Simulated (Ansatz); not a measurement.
**HfC: changing the pressure**

The cell as given:

```cif
data_structure
_symmetry_space_group_name_H-M 'Fm-3m'
_symmetry_Int_Tables_number 225
_cell_length_a 4.6500
_cell_length_b 4.6500
_cell_length_c 4.6500
_cell_angle_alpha 90.000
_cell_angle_beta 90.000
_cell_angle_gamma 90.000
_cell_volume 100.54
loop_
_atom_site_label
_atom_site_type_symbol
_atom_site_symmetry_multiplicity
_atom_site_Wyckoff_symbol
_atom_site_fract_x
_atom_site_fract_y
_atom_site_fract_z
_atom_site_occupancy
Hf1 Hf 4 b 0.50000 0.00000 0.00000 1
C1 C 4 a 0.00000 0.00000 0.00000 1
```

Kept alike: task relaxation of cell and atoms; functional PBEsol; k mesh 10 × 10 × 10; occupations fermi-dirac, width 0.05 eV; no spin polarisation. Program: Ansatz, all-electron LAPW, scalar-relativistic. The mesh is that of the run's cell of 2 atoms. No spin-orbit coupling.

```csv
"pressure, P (GPa)",volume (Å³/atom)
0,12.227
5,?
10,11.778
20,11.397
30,11.069
```

The relaxations keep at least the cell's symmetry (Fm-3m). The runs follow the start's structure, whether or not it is the stable one at these pressures. P is the pressure aimed at, which the runs meet within some hundredths to tenths of a GPa.

Fit the rows shown and predict the run at 5 GPa.

Murnaghan's form V = V0 (1 + B′P/B0)^(-1/B′) through the rows shown has V0 = 12.2271, B0 = 248.8 GPa and B′ = 3.74 (largest miss 0.0003); at P = 5 it gives 11.992 Å³/atom. The run gave: volume 11.993 Å³/atom.
